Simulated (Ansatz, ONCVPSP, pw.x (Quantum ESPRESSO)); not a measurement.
**From atom to crystal: ONCV potential for technetium (Tc)**

| Quantity | Value |
| --- | --- |
| Element | Tc (Z = 43) |
| Generator | ONCVPSP 4.0.1.1 (patched build) |
| Type | optimised norm-conserving Vanderbilt (ONCV) |
| Functional | PBE |
| Relativity | scalar-relativistic |
| Frozen core | [Ar] 3d10 |
| Valence charge | 15 |
| Reference configuration | 4s2 4p6 4d5 5s1.75 5p0.25 |
| Partial waves | 4s+5s: rc 2.05 bohr, ncon 4, nbas 9, qcut 5.1 1/bohr, 2 projectors; 4p+5p: rc 1.90 bohr, ncon 4, nbas 8, qcut 7 1/bohr, 3 projectors, debl 3.7 Ha; 4d: rc 2.10 bohr, ncon 5, nbas 9, qcut 7.6 1/bohr, 2 projectors, debl 3.4 Ha |
| Local potential | polynomial inside 1.40 bohr (lpopt 3, dvloc0 2 Ha) |
| Core correction | Teter function, fcfact 4.25, rcfact 1.5 |

Atomic tests: cutoffs needed: 20 Ha and 23 Ha (the cutoffs (Ha) at which the residual kinetic energy of the hardest occupied pseudo-wave falls to 1 and 0.1 mHa per electron); ghost test: no bound ghost flagged; no localised positive-energy state flagged; largest excitation error: -539 meV (all-electron minus pseudo) for 4s1 4p6 4d5 5s2 5p0, out of 4 test configurations.

Crystal test: bcc Tc in pw.x 7.5, no spin, 15³ k-points, Fermi–Dirac smearing 0.01 Ry, cutoffs 55/220 Ry. The reference is all-electron LAPW (Ansatz 0.2.0) with the same functional, mesh and smearing; V0 and B0 come from Birch–Murnaghan fits to the pressures at five volumes. Errors are pseudo minus all-electron; Δ is the rms difference of the E(V) curves that follow from these fits, minima aligned, over ±6 % about the mean V0. Mesh and smearing are coarse, so the numbers serve the comparison and aren't converged zero-temperature values; the lattice is a test structure that the element need not adopt.

| V (Å³/atom) | P all-electron (GPa) | P pseudo (GPa) |
| --- | --- | --- |
| 13.899 | 17.20 | 18.41 |
| 14.265 | 8.23 | 9.29 |
| 14.631 | 0.42 | 1.36 |
| 14.997 | -6.37 | -5.54 |
| 15.363 | -12.28 | -11.55 |

All-electron: a0 = 3.083 Å (V0 = 14.65 Å³/atom), B0 = 289.0 GPa.

Pseudopotential: mean pressure error (GPa): +0.96; a0 (Å): 3.086; a0 error (%): +0.11; B0 error (%): +0.2; Δ (meV/atom): 3.0.

Problem. At the middle volume, how do free energy and pressure move when the wave cutoff is lowered (ecutrho kept at four times it)?

Solution.

| cutoff (Ry) | shift of F (meV/atom) | shift of P (GPa) |
| --- | --- | --- |
| 25 | +3908.0 | -160.84 |
| 33 | +592.7 | -36.06 |
| 44 | +29.4 | -3.06 |

Input at the middle volume:

```
&control
  calculation='scf', prefix='x', pseudo_dir='./', outdir='./tmp', tstress=.true., disk_io='none'
/
&system
  ibrav=0, nat=1, ntyp=1, ecutwfc=55, ecutrho=220, nbnd=15,
  occupations='smearing', smearing='fd', degauss=0.01
/
&electrons
  conv_thr=1e-09, mixing_beta=0.4, electron_maxstep=70
/
ATOMIC_SPECIES
Tc 1.0 Tc.UPF
CELL_PARAMETERS angstrom
  -1.54077068 1.54077068 1.54077068
  1.54077068 -1.54077068 1.54077068
  1.54077068 1.54077068 -1.54077068
ATOMIC_POSITIONS crystal
Tc 0.0000 0.0000 0.0000
K_POINTS automatic
15 15 15 0 0 0
```

```bash
pw.x < Tc.scf.in > Tc.scf.out
```

Lines of the output:

```
Message from routine setup:
     using ibrav=0 with symmetry is DISCOURAGED, use correct ibrav instead
     lattice parameter (alat)  =       5.0431  a.u.
     unit-cell volume          =      98.7349 (a.u.)^3
     number of electrons       =        15.00
     number of Kohn-Sham states=           15
     kinetic-energy cutoff     =      55.0000  Ry
     charge density cutoff     =     220.0000  Ry
     scf convergence threshold =      1.0E-09
     Exchange-correlation= PBE
     number of k points=   120  Fermi-Dirac smearing, width (Ry)=  0.0100
     iteration #  1     ecut=    55.00 Ry     beta= 0.40
     total energy              =    -174.22151454 Ry
     estimated scf accuracy    <       0.04507085 Ry
     iteration #  2     ecut=    55.00 Ry     beta= 0.40
     total energy              =    -174.22663272 Ry
     estimated scf accuracy    <       0.00266571 Ry
     iteration #  3     ecut=    55.00 Ry     beta= 0.40
     total energy              =    -174.22686899 Ry
     estimated scf accuracy    <       0.00041925 Ry
     iteration #  4     ecut=    55.00 Ry     beta= 0.40
     total energy              =    -174.22687771 Ry
     estimated scf accuracy    <       0.00000534 Ry
     iteration #  5     ecut=    55.00 Ry     beta= 0.40
     total energy              =    -174.22687857 Ry
     estimated scf accuracy    <       0.00000022 Ry
     iteration #  6     ecut=    55.00 Ry     beta= 0.40
     total energy              =    -174.22687861 Ry
     estimated scf accuracy    <          9.7E-09 Ry
     iteration #  7     ecut=    55.00 Ry     beta= 0.40
     total energy              =    -174.22687861 Ry
     estimated scf accuracy    <          2.4E-09 Ry
     iteration #  8     ecut=    55.00 Ry     beta= 0.40
     the Fermi energy is    22.3923 ev
!    total energy              =    -174.22687861 Ry
     estimated scf accuracy    <          1.8E-11 Ry
     smearing contrib. (-TS)   =      -0.00663245 Ry
     The total energy is F=E-TS. E is the sum of the following terms:
     one-electron contribution =     -26.41680570 Ry
     hartree contribution      =      23.95944925 Ry
     xc contribution           =     -31.14986003 Ry
     ewald contribution        =    -140.61302968 Ry
     convergence has been achieved in   8 iterations
          total   stress  (Ry/bohr**3)                   (kbar)     P=       13.60
     Message from routine punch:
     Nothing written, as per user request (disk_io='none')
```

The run at the middle volume (120 k-points, 8 iterations) took about 23 s on one core of a shared host (Neoverse-N1, 64 threads, 124 GiB, load 58).
